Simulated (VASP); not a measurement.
# Settings for MgH₂: molecular dynamics at constant energy

MgH₂, Pca2_1 (no. 29), 24 atoms in the cell. PBE, molecular dynamics; PAW potentials Mg, H (PBE set). VASP 6.6.1.

Wanted: spread of the conserved energy within 0.5 meV/atom.

Ensemble: NVE; Starting temperature (K): 600; Hydrogen mass (amu): natural.

POSCAR:
```
MgH2
1.0
    4.8637515200      0.0000000000      0.0000000000
    0.0000000000      9.2920164600      0.0000000000
    0.0000000000      0.0000000000      4.7386725500
Mg H
8 16
Direct
    0.0296111500      0.1319662100      0.2484411400
    0.0296111500      0.6319662100      0.2484411400
    0.5296111500      0.3680337900      0.2484411400
    0.5296111500      0.8680337900      0.2484411400
    0.4703888500      0.1319662100      0.7484411400
    0.4703888500      0.6319662100      0.7484411400
    0.9703888500      0.3680337900      0.7484411400
    0.9703888500      0.8680337900      0.7484411400
    0.8797788600      0.4531843450      0.3611411100
    0.8797788600      0.9531843450      0.3611411100
    0.7427936800      0.2230132300      0.0288187500
    0.7427936800      0.7230132300      0.0288187500
    0.7572063200      0.2230132300      0.5288187500
    0.7572063200      0.7230132300      0.5288187500
    0.1202211400      0.0468156550      0.8611411100
    0.1202211400      0.5468156550      0.8611411100
    0.6202211400      0.4531843450      0.8611411100
    0.6202211400      0.9531843450      0.8611411100
    0.2572063200      0.2769867700      0.5288187500
    0.2572063200      0.7769867700      0.5288187500
    0.3797788600      0.0468156550      0.3611411100
    0.3797788600      0.5468156550      0.3611411100
    0.2427936800      0.2769867700      0.0288187500
    0.2427936800      0.7769867700      0.0288187500
```

## Time step (fs)

| Time step (fs) | Spread of the conserved energy (meV/atom) | Time (s) |
|---|---|---|
| 3 | 4.96 | 23 |
| 2 | 2.02 | 34 |
| 1.5 | 1.11 | 41 |
| 1 | 0.48 | 61 |
| 0.75 | 0.27 | 73 |
| 0.5 | 0.12 | 95 |
| 0.25 (reference) | 0.03 | 186 |

Chosen: 1, the loosest value from which every tighter one stays within the tolerance.

## All choices together

| Input | Spread of the conserved energy (meV/atom) | Time (s) |
|---|---|---|
| chosen settings | 0.48 | 61 |
| reference settings throughout | 0.03 | 186 |

The tolerance is met.

## The input

INCAR:
```
SYSTEM = MgH2
ALGO = Normal
ANDERSEN_PROB = 0.0
EDIFF = 1E-6
ENCUT = 250
GGA = PE
IBRION = 0
ISIF = 2
ISMEAR = 0
ISYM = 0
KPAR = 2
LASPH = .True.
LCHARG = .False.
LREAL = Auto
LWAVE = .False.
MDALGO = 1
NCORE = 2
NELM = 60
NELMIN = 4
NSW = 40
POTIM = 1.0
PREC = Normal
RANDOM_SEED = 735412 0 0
SIGMA = 0.05
TEBEG = 600
```

KPOINTS:
```
k-points
0
Monkhorst-Pack
  2 1 2
```

Commands:
```
cat potpaw_PBE.64/Mg/POTCAR potpaw_PBE.64/H/POTCAR > POTCAR
mpirun -np 4 vasp_std > vasp.out
```

Limits: 40 fs of 24 atoms are too short for converged averages; so short a run can't show a slow drift of the energy; the cell is only 4.7 Å across, so each atom moves in step with near copies of itself.

The chosen input took VASP 6.6.1 61 s on 4 cores (Intel Xeon 6975P-C (Granite Rapids)), a shared host.

## An input that fails: time step far too long

It runs to its end, but against the unchanged starting input it is off by 17.99 meV/atom in the spread of the conserved energy.

Changes against the starting input:
```
- NSW = 80
- POTIM = 0.5
+ NSW = 20
+ POTIM = 5
```
